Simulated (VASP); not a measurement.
Runs of VASP 6.6.1 on TaN. The structure is hexagonal, space group P6_3/mmc (No. 194). Conventional cell: a = 2.922 Å, b = 2.922 Å, c = 5.917 Å, α = 90.00°, β = 90.00°, γ = 120.00°. Around Ta (site symmetry -3m) lie 6 N at 2.24 Å. N (site symmetry -6m2) has 6 Ta at 2.24 Å as nearest neighbours. The cell comes from a database or a generator and needn't be the stable form of this composition.

```tsv
level	gap on the mesh (eV)	pressure (GPa)	relaxed volume (Å³/atom)
optB86b-vdW	none	0.1	(a)
optB88-vdW	none	0.0	10.93
vdW-DF	none	0.2	11.24
optPBE-vdW	none	0.0	(b)
vdW-DF-cx	none	0.0	10.70
```

Alike in all rows: task relaxation of cell and atoms; potentials or basis VASP PAW PBE potentials, release 64 (Ta_pv, N); no spin polarisation; cell relaxed; k mesh 10 × 10 × 5; cutoff (eV) 600; smearing fermi-dirac 0.05 eV.

Problem. Fill in the values left out.

Solution. (a) 10.80; (b) 11.02.

Caveats: the PAW data sets were made with another functional, which shifts forces and pressure a little.

A k mesh can miss the band edges, and the runs leave out spin-orbit coupling on Ta.

A gap of «none» marks a metal or a gap under the smearing width.
